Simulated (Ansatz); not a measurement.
BAs (rocksalt type), DFT, LDA, PAW with Ansatz's default frozen-core files, scalar-relativistic (Ansatz 0.2.0), on 1 thread of Arm Neoverse V1 (shared host).

Command: `ansatz run input.yaml --threads 1 --pin off --max-ram 3584MiB --backend cpu --events-out ev --progress --plain --runs-dir out`

```yaml
crystal:
  lattice:
    - [0.0, 1.9779343055, 1.9779343055]
    - [1.9779343055, 0.0, 1.9779343055]
    - [1.9779343055, 1.9779343055, 0.0]
  atoms:
    - { symbol: B, position: [0.0, 0.0, 0.0] }
    - { symbol: As, position: [0.5, 0.5, 0.5] }
kpoints:
  mp_grid: { grid: [18, 18, 18] }
scf:
  occupations: { method: fermi_dirac, width: 0.08 }
hamiltonian:
  xc: lda
  pseudopotentials: { kind: paw }
output:
  forces: true
  stress: true
  eigenvalues: true
```

Problem. How large is the problem that the program sets up?

Solution. 195 irreducible k-points, 307 plane waves at Γ, 13 bands.

Problem. About how long does it take?

Solution. 3.3 s of wall time for 6 SCF iterations. Times on shared machines scatter by tens of per cent.
